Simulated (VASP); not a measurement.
# TmPd: Pd into a neighbouring Pd vacancy, part 4 of 4

Wanted: the minimum-energy path in TmPd for this move: Pd into a neighbouring Pd vacancy. The start is a cell from a database of measured crystal structures.

VASP 6.6.1; PBEsol, 4f electrons in the core; plane waves and PAW (Tm_3, Pd).

Still holding for the runs below: The data set Tm_3 holds the 4f electrons frozen in the core, so no f bands or f moments appear.

So far. Step 3 (Relax the start): The run ended after 6 ionic steps, 0.045 eV below its first step, once the forces on the free atoms met EDIFFG = -0.05. Step 4 (Relax the end): The run ended after 5 ionic steps, 0.039 eV below its first step, once the forces on the free atoms met EDIFFG = -0.05.

**5. Nudged elastic band**

Images on a straight line between the ends relax across the path, while springs keep them spaced along it.

INCAR

```
SYSTEM = Tm8Pd7
PREC = Normal
ENCUT = 280
EDIFF = 1E-05
NELM = 120
ISMEAR = 1
SIGMA = 0.15
LREAL = Auto
ALGO = Fast
GGA = PS
NBANDS = 88
LWAVE = .FALSE.
LCHARG = .FALSE.
IMAGES = 3
SPRING = -5
IBRION = 3
POTIM = 0.15
NSW = 60
EDIFFG = -0.05
ISYM = 0
ISIF = 0
SMASS = 1
```

POSCAR

```
Tm8Pd7
1.0
    6.7969803540      0.0000000000      0.0000000000
    0.0000000000      6.7969803540      0.0000000000
    0.0000000000      0.0000000000      6.7969803540
Tm Pd
8 7
Direct
    0.2483589376      0.2480852607      0.2490263364
    0.2478233559      0.2471446818      0.7523413394
    0.2475577517      0.7519121160      0.2479093628
    0.2484725168      0.7513216509      0.7526912229
    0.7519296896      0.2472025869      0.2479552540
    0.7508789780      0.2488995712      0.7507820834
    0.7500560169      0.7495861108      0.2491644453
    0.7517302955      0.7510668199      0.7528909586
    0.9984717605      0.9987528317      0.5002847233
    0.9996361451      0.5002748086      0.0007134606
    0.0023054914      0.5001543663      0.4999748562
    0.5003263554      0.0011902098      0.0004787332
    0.4991447760      0.9985173412      0.5006751506
    0.4991175353      0.4983457344      0.9990249227
    0.4987606553      0.4995698128      0.5009197782
```

KPOINTS

```
Automatic mesh
0
Monkhorst-Pack
3 3 3
0 0 0
```

00/POSCAR

```
Tm8Pd7
1.0
    6.7969803540      0.0000000000      0.0000000000
    0.0000000000      6.7969803540      0.0000000000
    0.0000000000      0.0000000000      6.7969803540
Tm Pd
8 7
Direct
    0.2483589376      0.2480852607      0.2490263364
    0.2478233559      0.2471446818      0.7523413394
    0.2475577517      0.7519121160      0.2479093628
    0.2484725168      0.7513216509      0.7526912229
    0.7519296896      0.2472025869      0.2479552540
    0.7508789780      0.2488995712      0.7507820834
    0.7500560169      0.7495861108      0.2491644453
    0.7517302955      0.7510668199      0.7528909586
    0.9984717605      0.9987528317      0.5002847233
    0.9996361451      0.5002748086      0.0007134606
    0.0023054914      0.5001543663      0.4999748562
    0.5003263554      0.0011902098      0.0004787332
    0.4991447760      0.9985173412      0.5006751506
    0.4991175353      0.4983457344      0.9990249227
    0.4987606553      0.4995698128      0.5009197782
```

01/POSCAR

```
Tm8Pd7
1.0
    6.7969803540      0.0000000000      0.0000000000
    0.0000000000      6.7969803540      0.0000000000
    0.0000000000      0.0000000000      6.7969803540
Tm Pd
8 7
Direct
    0.2485726976      0.2483899888      0.2494946356
    0.2481824045      0.2473740937      0.7511791708
    0.2472659675      0.7521164736      0.2488605532
    0.2487024367      0.7513680472      0.7517096504
    0.7519040452      0.2471724276      0.2486831676
    0.7511998883      0.2489450744      0.7497040546
    0.7501183504      0.7499011915      0.2492375302
    0.7522205020      0.7516350168      0.7510591274
    0.9989184706      0.9995497945      0.6248706705
    0.9991625188      0.5003840605      0.0005097496
    0.0020354652      0.4999741512      0.4993638772
    0.5002134099      0.0007250970      0.0004075994
    0.4993495720      0.9984140619      0.5000525988
    0.4999695242      0.4990393988      0.9988695534
    0.4990085407      0.4999486501      0.5007225522
```

02/POSCAR

```
Tm8Pd7
1.0
    6.7969803540      0.0000000000      0.0000000000
    0.0000000000      6.7969803540      0.0000000000
    0.0000000000      0.0000000000      6.7969803540
Tm Pd
8 7
Direct
    0.2487864576      0.2486947170      0.2499629347
    0.2485414532      0.2476035056      0.7500170022
    0.2469741832      0.7523208311      0.2498117435
    0.2489323566      0.7514144435      0.7507280779
    0.7518784007      0.2471422684      0.2494110812
    0.7515207986      0.2489905776      0.7486260258
    0.7501806840      0.7502162722      0.2493106150
    0.7527107084      0.7522032136      0.7492272963
    0.9993651806      1.0003467572      0.7494566176
    0.9986888926      0.5004933123      0.0003060386
    0.0017654389      0.4997939360      0.4987528981
    0.5001004644      0.0002599841      0.0003364656
    0.4995543680      0.9983107826      0.4994300469
    0.5008215132      0.4997330631      0.9987141840
    0.4992564262      0.5003274874      0.5005253261
```

03/POSCAR

```
Tm8Pd7
1.0
    6.7969803540      0.0000000000      0.0000000000
    0.0000000000      6.7969803540      0.0000000000
    0.0000000000      0.0000000000      6.7969803540
Tm Pd
8 7
Direct
    0.2490002176      0.2489994452      0.2504312338
    0.2489005018      0.2478329174      0.7488548336
    0.2466823990      0.7525251886      0.2507629338
    0.2491622765      0.7514608398      0.7497465054
    0.7518527562      0.2471121091      0.2501389949
    0.7518417090      0.2490360809      0.7475479971
    0.7502430175      0.7505313528      0.2493836999
    0.7532009149      0.7527714105      0.7473954652
    0.9998118906      1.0011437200      0.8740425648
    0.9982152663      0.5006025642      0.0001023275
    0.0014954126      0.4996137209      0.4981419190
    0.4999875190     -0.0002051287      0.0002653317
    0.4997591641      0.9982075032      0.4988074950
    0.5016735022      0.5004267275      0.9985588146
    0.4995043116      0.5007063248      0.5003281000
```

04/POSCAR

```
Tm8Pd7
1.0
    6.7969803540      0.0000000000      0.0000000000
    0.0000000000      6.7969803540      0.0000000000
    0.0000000000      0.0000000000      6.7969803540
Tm Pd
8 7
Direct
    0.2492139776      0.2493041733      0.2508995330
    0.2492595504      0.2480623293      0.7476926650
    0.2463906148      0.7527295462      0.2517141242
    0.2493921964      0.7515072361      0.7487649329
    0.7518271118      0.2470819498      0.2508669085
    0.7521626193      0.2490815841      0.7464699683
    0.7503053510      0.7508464335      0.2494567848
    0.7536911213      0.7533396073      0.7455636340
    1.0002586007      1.0019406828      0.9986285120
    0.9977416400      0.5007118161     -0.0001013835
    0.0012253864      0.4994335058      0.4975309400
    0.4998745735     -0.0006702416      0.0001941979
    0.4999639601      0.9981042239      0.4981849432
    0.5025254911      0.5011203918      0.9984034453
    0.4997521970      0.5010851621      0.5001308740
```

Potentials, in the order of the species: Tm_3 and Pd (PBE family, release 64).

Command:

```
> mpirun -np 3 vasp_std
```

Output:

```text
[banner, memory and clock lines left out]
running    3 mpi-ranks, on    1 nodes
 each image running on    1 cores
[...]
01/POSCAR found :  2 types and      15 ions
 [... a notice as in an earlier step ...]

 LDA part: xc-table for (Slater+PW92), standard interpolation
[...]
00/POSCAR found :  2 types and      15 ions
[...]
04/POSCAR found :  2 types and      15 ions
 POSCAR, INCAR and KPOINTS ok, starting setup
[...]
entering main loop
       N       E                     dE             d eps       ncg     rms          rms(c)
DAV:   1     0.109194712345E+04    0.10919E+04   -0.40446E+04  2488   0.105E+03
DAV:   2     0.534442796751E+02   -0.10385E+04   -0.99903E+03  2624   0.501E+02
DAV:   3    -0.837995376092E+02   -0.13724E+03   -0.12241E+03  4192   0.116E+02
DAV:   4    -0.953193923567E+02   -0.11520E+02   -0.11029E+02  4000   0.367E+01
[...]
RMM:  15    -0.921844581711E+02   -0.26610E-04   -0.31628E-04  2471   0.503E-02    0.184E-02
RMM:  16    -0.921844686354E+02   -0.10464E-04   -0.13042E-04  1976   0.262E-02    0.472E-03
RMM:  17    -0.921844742799E+02   -0.56444E-05   -0.59873E-05  1696   0.196E-02
   1 F= -.92184474E+02 E0= -.92182478E+02  d E =-.921845E+02
[... from here on, the cycles between the ionic steps are left out ...]
   2 F= -.92306128E+02 E0= -.92305985E+02  d E =-.121654E+00
   6 F= -.92495832E+02 E0= -.92499762E+02  d E =-.200411E-01
  11 F= -.92590793E+02 E0= -.92595440E+02  d E =-.183014E-01
  16 F= -.92669846E+02 E0= -.92675297E+02  d E =-.141053E-01
  21 F= -.92727439E+02 E0= -.92733287E+02  d E =-.102730E-01
  26 F= -.92772893E+02 E0= -.92778859E+02  d E =-.851247E-02
  31 F= -.92813499E+02 E0= -.92819497E+02  d E =-.797481E-02
  36 F= -.92852814E+02 E0= -.92858834E+02  d E =-.774304E-02
  41 F= -.92891037E+02 E0= -.92897083E+02  d E =-.755282E-02
  46 F= -.92928097E+02 E0= -.92934172E+02  d E =-.734921E-02
  51 F= -.92964297E+02 E0= -.92970394E+02  d E =-.713781E-02
  56 F= -.92999566E+02 E0= -.93005670E+02  d E =-.699146E-02
  59 F= -.93020315E+02 E0= -.93026411E+02  d E =-.686431E-02
  60 F= -.93027124E+02 E0= -.93033216E+02  d E =-.680856E-02
damped:  g(F)=  0.679E-02 g(S)=  0.000E+00 dE (1.order)=-0.136E-01
```

Run time: 26 min. Hardware: 3 MPI ranks of Intel Xeon 6975P-C (Granite Rapids), shared host; peak memory 0.69 GiB.

OUTCAR, selected parts (step 5):

```text
  tangential force (eV/A)        -1.991980
  left and right image   1.286870  1.288155 A

  tangential force (eV/A)        -1.984637
  left and right image   1.296815  1.298172 A

 k-point     1 :       0.0000    0.0000    0.0000
  band No.  band energies     occupation
    ...
     68       4.6609      2.00000
     69       4.7535      2.00000
     70       4.8444      2.00000
     71       4.9488      2.00000
     72       5.7450      2.06278
     73       6.2459     -0.01998
     74       6.2503     -0.01825
     75       6.2947     -0.00646
     76       6.9210     -0.00000
     77       6.9260     -0.00000
    ...

 POSITION                                       TOTAL-FORCE (eV/Angst)
 -----------------------------------------------------------------------------------
      1.66642      1.66706      1.94524         0.031895      0.031711      0.123048
      1.75247      1.75239      5.37714        -0.168725     -0.171597      0.144515
      1.66873      5.13188      1.95065         0.031164     -0.027136      0.117111
      1.74615      5.05513      5.37952        -0.163549      0.168543      0.148395
      5.13180      1.66989      1.95040        -0.026823      0.028347      0.116830
      5.05593      1.74568      5.38317         0.164050     -0.161623      0.139577
      5.13872      5.13979      1.94353        -0.037898     -0.040079      0.123488
      5.05336      5.05419      5.37213         0.166795      0.163273      0.151880
      6.80420      6.80451      4.23574        -0.010593     -0.007500     -1.864203
      6.79799      3.39971      0.26658         0.004066      0.008922      0.104174
     -0.00412      3.39754      3.61264         0.012743      0.005142      0.161421
      3.39960     -0.00237      0.26711         0.004655      0.010763      0.104332
      3.40005      6.80130      3.61100        -0.001024     -0.001117      0.164396
      3.40477      3.40685      7.23580        -0.005536     -0.005663     -0.175273
      3.40448      3.40359      3.42339        -0.001221     -0.001986      0.440308
 -----------------------------------------------------------------------------------
    total drift:                                0.001143      0.002052      0.016911

  FREE ENERGIE OF THE ION-ELECTRON SYSTEM (eV)
  ---------------------------------------------------
  free  energy   TOTEN  =       -93.0271238552 eV

  energy  without entropy=      -93.0453996774  energy(sigma->0) =      -93.03321580

  tangential force (eV/A)        -1.978017
  left and right image   1.306794  1.308235 A

[... 5 parts as in an earlier step ...]

[... 10 further parts left out ...]
[key lines of the parts left out:]
E-fermi :   5.9565
```

The band used up its steps before its forces met the threshold, so no barrier is taken from it.

**6. Outcome**

```json
{
  "result": "none"
}
```

**Reading.** The session ends without its result: «nudged elastic band» used up its steps.

[Lines on the potential files, build, host, timing and source positions are cut from VASP's logs without a mark.]

[Logs are printed without paths, hosts, clocks, repeated set-up lines and the standing remarks that a program may print on its own settings, such as how far it seeks lower states.]

[Hosts, paths, dates, database ids (printed as entryN), source tags and the programs' standing remarks are cut or masked in the printed files.]

[Runs that stopped without an error message from VASP are left out.]
